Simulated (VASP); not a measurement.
Input of a VASP 6.6.1 run:

File POSCAR:

```
Al
1.0
    0.0000000000      2.0248050000      2.0248050000
    2.0248050000      0.0000000000      2.0248050000
    2.0248050000      2.0248050000      0.0000000000
Al
1
Direct
    0.0000000000      0.0000000000      0.0000000000
```

File INCAR.step1:

```
SYSTEM = Al
ALGO = Fast
EDIFF = 1E-7
ENCUT = 520
GGA = PE
ISIF = 2
ISMEAR = -1
LASPH = .True.
LCHARG = .True.
LREAL = .False.
LWAVE = .False.
NELM = 100
PREC = Accurate
SIGMA = 0.05
```

File KPOINTS.step1:

```
k-points
0
Gamma
  11 11 11
  0 0 0
```

Contents of INCAR.step2:

```
SYSTEM = Al
ALGO = Fast
EDIFF = 1E-7
ENCUT = 520
GGA = PE
ICHARG = 11
ISIF = 2
ISMEAR = 0
LASPH = .True.
LCHARG = .False.
LREAL = .False.
LWAVE = .False.
NELM = 100
PREC = Accurate
SIGMA = 0.05
```

Contents of KPOINTS.step2:

```
path GXWKGLUWLK,UX
10
line-mode
reciprocal
 0.0000000000  0.0000000000  0.0000000000  G
 0.5000000000  0.0000000000  0.5000000000  X

 0.5000000000  0.0000000000  0.5000000000  X
 0.5000000000  0.2500000000  0.7500000000  W

 0.5000000000  0.2500000000  0.7500000000  W
 0.3750000000  0.3750000000  0.7500000000  K

 0.3750000000  0.3750000000  0.7500000000  K
 0.0000000000  0.0000000000  0.0000000000  G

 0.0000000000  0.0000000000  0.0000000000  G
 0.5000000000  0.5000000000  0.5000000000  L

 0.5000000000  0.5000000000  0.5000000000  L
 0.6250000000  0.2500000000  0.6250000000  U

 0.6250000000  0.2500000000  0.6250000000  U
 0.5000000000  0.2500000000  0.7500000000  W

 0.5000000000  0.2500000000  0.7500000000  W
 0.5000000000  0.5000000000  0.5000000000  L

 0.5000000000  0.5000000000  0.5000000000  L
 0.3750000000  0.3750000000  0.7500000000  K

 0.6250000000  0.2500000000  0.6250000000  U
 0.5000000000  0.0000000000  0.5000000000  X
```

Potentials or basis: VASP PAW PBE potentials, release 64 (Al).

Launch:

```sh
$ cat potpaw_PBE.64/Al/POTCAR > POTCAR
$ cp INCAR.step1 INCAR
$ cp KPOINTS.step1 KPOINTS
$ mpirun -np 1 vasp_std > vasp.out
$ cp INCAR.step2 INCAR
$ cp KPOINTS.step2 KPOINTS
$ mpirun -np 1 vasp_std > vasp.out
```

Q: What does it give for the band gap along the path?

A: None (metal or under the smearing width).

Levels at the corners of the path, in eV from the Fermi level:
```csv
point,band 1,band 2,band 3,band 4,band 5
Γ,-11.10,12.57,12.57,12.57,14.02
X,-2.92,-1.61,5.24,5.55,5.55
X,-2.92,-1.61,5.24,5.55,5.55
W,-0.85,-0.85,0.17,1.06,15.76
W,-0.85,-0.85,0.17,1.06,15.76
K,-1.89,-1.36,-0.42,6.52,8.16
K,-1.89,-1.36,-0.42,6.52,8.16
Γ,-11.10,12.57,12.57,12.57,14.02
Γ,-11.10,12.57,12.57,12.58,14.02
L,-4.58,-4.38,11.33,11.35,11.42
L,-4.58,-4.38,11.33,11.33,11.42
U,-1.89,-1.36,-0.42,6.52,8.16
U,-1.89,-1.36,-0.42,6.52,8.16
W,-0.85,-0.85,0.17,1.06,15.76
W,-0.85,-0.85,0.17,1.06,15.76
L,-4.58,-4.38,11.33,11.33,11.42
L,-4.58,-4.38,11.33,11.33,11.42
K,-1.89,-1.36,-0.42,6.52,8.16
U,-1.89,-1.36,-0.42,6.52,8.16
X,-2.92,-1.61,5.24,5.55,5.55
```

Caveat: the log is that of the step along the path at fixed density, whose energy, stress, charges and moments have no meaning.
